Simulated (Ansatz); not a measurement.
Nb:

```xyz
1
Lattice="0.0000 2.1150 2.1150 2.1150 0.0000 2.1150 2.1150 2.1150 0.0000" Properties=species:S:1:pos:R:3 pbc="T T T"
Nb    0.0000    0.0000    0.0000
```

This isn't the form of Nb at room conditions, which is bcc.

```yaml
Program: Ansatz 0.2.0
Task: relaxation of cell and atoms
Functional: HF
Potentials_or_basis: Ansatz PAW
Cutoff: "420 eV (not typed: the program's choice for these potentials)"
k_mesh: 6 × 6 × 6
Occupations: fermi-dirac, width 0.05 eV
Spin: no spin polarisation
```

At the start: volume 18.92 Å³/atom.

Question: Where does the relaxation end?

Answer: It ends after 5 steps and the volume is 19.73 Å³/atom (+4.3 %); space group Fm-3m (No. 225, to 0.05 Å).

Step by step:
| step | energy change (eV) | largest force (eV/Å) | volume (Å³) |
| --- | --- | --- | --- |
| 1 | 0.0000 | 0.0000 | 18.92 |
| 2 | -0.0219 | 0.0000 | 19.86 |
| 3 | -0.0224 | 0.0000 | 19.74 |
| 4 | -0.0224 | 0.0000 | 19.73 |
| 5 | -0.0228 | 0.0000 | 19.73 |

Final structure:
```yaml
crystal:
  lattice:
    - [0.00000, 2.14484, 2.14484]
    - [2.14484, 0.00000, 2.14484]
    - [2.14484, 2.14484, 0.00000]
  atoms:
    - { symbol: Nb, position: [0.00000, 0.00000, 0.00000] }
```

Caveat: the k mesh is coarse (spacing up to 0.43 Å⁻¹), so the values aren't converged, least of all with exact exchange; the plane-wave basis is chosen anew once the cell has moved, so the energies of steps on either side of that aren't comparable; the PAW data sets come from PBE, with cores solved anew for the run's functional, which leaves a small shift of forces and pressure.
